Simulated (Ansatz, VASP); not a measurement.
# Cd: VASP beside Ansatz

```xyz
2
Lattice="2.9789 0.0000 0.0000 -1.4894 2.5798 0.0000 0.0000 0.0000 5.6177" Properties=species:S:1:pos:R:3 pbc="T T T"
Cd    0.0000    1.7199    1.4044
Cd    1.4894    0.8599    4.2132
```

Alike in both runs: task single point; functional PBE; k mesh 6 × 6 × 4; occupations gaussian, width 0.1 eV; no spin polarisation; Hubbard terms Cd d U = 3.2 eV.

|  | VASP | Ansatz |
| --- | --- | --- |
| version | VASP 6.6.1 | Ansatz 0.2.0 |
| potentials or method | VASP PAW PBE potentials, release 64 (Cd) | scalar-relativistic, plane waves, PAW |
| plane-wave cutoff (eV) | 520 | 420 |
| valence electrons in the cell | 24 | 40 |

Ansatz gave:

- gap on the k mesh at the Fermi level (eV): none
- pressure (GPa): 4.5
- largest component of the traceless stress (GPa): 0.57

Q: Estimate VASP's values.

A: gap on the k mesh at the Fermi level (eV): none; pressure (GPa): 4.4; largest component of the traceless stress (GPa): 0.71.

The programs project onto different local orbitals, so the same U acts differently. A gap of «none» marks a metal or a gap that the smearing closes. The two sets of potentials don't hold the same shells in valence. Ansatz warned: «filled_band_counts_differ_across_k_points».

Caveats: the k mesh is coarse (spacing up to 0.41 Å⁻¹), so the values aren't converged; U without spin polarisation on a metal has little footing; the U is typed as a test and isn't derived for this compound.
